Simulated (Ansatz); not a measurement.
Crystal: HfO2.

```
Hf O
1.0
     5.55640    0.00000    0.00000
     0.00000    3.33360    0.00000
     0.00000    0.00000    6.50500
Hf O
4 8
Direct
  0.74868 0.75000 0.60787
  0.25132 0.25000 0.39213
  0.24868 0.75000 0.89213
  0.75132 0.25000 0.10787
  0.63950 0.25000 0.42340
  0.36050 0.75000 0.57660
  0.13950 0.25000 0.07660
  0.86050 0.75000 0.92340
  0.52079 0.25000 0.84145
  0.47921 0.75000 0.15855
  0.02079 0.25000 0.65855
  0.97921 0.75000 0.34145
```

Measurements of this composition are mostly on another form, of space group No. 14.

| Item | Value |
| --- | --- |
| Program | Ansatz 0.2.0 |
| Task | relaxation of cell and atoms |
| Functional | RPBE |
| Potentials or basis | Ansatz PAW |
| Cutoff | 420 eV (not typed: the program's choice for these potentials) |
| k mesh | 5 × 8 × 4 |
| Occupations | fermi-dirac, width 0.05 eV |
| Spin | no spin polarisation |

At the start: volume 10.04 Å³/atom.

Q: Where does the relaxation end?

A: It ends after 9 steps and the volume is 10.45 Å³/atom (+4.1 %); space group Pnma (No. 62, to 0.05 Å).

Step by step:
```tsv
step	energy change (eV)	largest force (eV/Å)	volume (Å³)
1	0.0000	0.1041	120.49
2	-0.0731	0.2206	125.61
3	-0.0871	0.1587	124.70
4	-0.0907	0.0640	124.62
5	-0.0932	0.0269	124.99
6	-0.0929	0.0052	125.10
7	-0.1219	0.0052	125.10
8	-0.1209	0.0022	125.39
9	-0.1226	0.0022	125.39
```

Final structure:
```cif
data_structure
_symmetry_space_group_name_H-M 'P 1'
_symmetry_Int_Tables_number 1
_cell_length_a 5.5966
_cell_length_b 3.3926
_cell_length_c 6.6040
_cell_angle_alpha 90.000
_cell_angle_beta 90.000
_cell_angle_gamma 90.000
_cell_volume 125.39
loop_
_atom_site_label
_atom_site_type_symbol
_atom_site_fract_x
_atom_site_fract_y
_atom_site_fract_z
_atom_site_occupancy
Hf1 Hf 0.75180 0.75000 0.60354 1
Hf2 Hf 0.24820 0.25000 0.39646 1
Hf3 Hf 0.25180 0.75000 0.89646 1
Hf4 Hf 0.74820 0.25000 0.10354 1
O1 O 0.63812 0.25000 0.42020 1
O2 O 0.36188 0.75000 0.57980 1
O3 O 0.13812 0.25000 0.07980 1
O4 O 0.86188 0.75000 0.92020 1
O5 O 0.51623 0.25000 0.84428 1
O6 O 0.48377 0.75000 0.15572 1
O7 O 0.01623 0.25000 0.65572 1
O8 O 0.98377 0.75000 0.34428 1
```

Caveat: the plane-wave basis is chosen anew once the cell has moved, so the energies of steps on either side of that aren't comparable; the pressure holds a Pulay correction of +0.8 GPa for the finite cutoff; the PAW data sets come from PBE, with cores solved anew for the run's functional, which leaves a small shift of forces and pressure.
